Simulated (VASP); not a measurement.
Sn under changes of volume

One of the cells (34.966 Å³/atom); the others are scaled copies at fixed shape and fractional positions:

```xyz
2
Lattice="0.0000 3.2700 3.2700 3.2700 0.0000 3.2700 3.2700 3.2700 0.0000" Properties=species:S:1:pos:R:3 pbc="T T T"
Sn    4.9050    4.9050    4.9050
Sn    3.2700    3.2700    3.2700
```

This isn't the form of Sn at room conditions, which is tetragonal (white tin).

```yaml
Program: VASP 6.6.1
Functional: PBEsol
Potentials_or_basis: VASP PAW PBE potentials, release 64 (Sn_d)
Cutoff: 520 eV
k_mesh: 6 × 6 × 6
Occupations: fermi-dirac, width 0.05 eV
Spin: no spin polarisation
```

```tsv
volume (Å³/atom)	energy over the lowest point (meV/atom)	pressure (GPa)
33.568	?	?
34.267	2.05	0.9
34.966	0.00	0.0
35.665	1.67	-0.8
36.365	6.56	-1.5
```

What does the run at 33.568 Å³/atom give?

Energy over the lowest point 8.27 meV/atom; pressure 1.8 GPa.

Worked out: A Birch-Murnaghan fit of order 2 (a polynomial in V^(-2/3)) to the other rows has its minimum at 34.99 Å³/atom with B0 = V·E''(V) = 42 GPa. It gives 8.08 meV/atom at 33.568 Å³/atom, against the run's 8.27, and -dE/dV = 1.9 GPa, against 1.8.

Energies are extrapolated to zero smearing.

Caveats: the PAW data sets were made with another functional, which shifts forces and pressure a little.
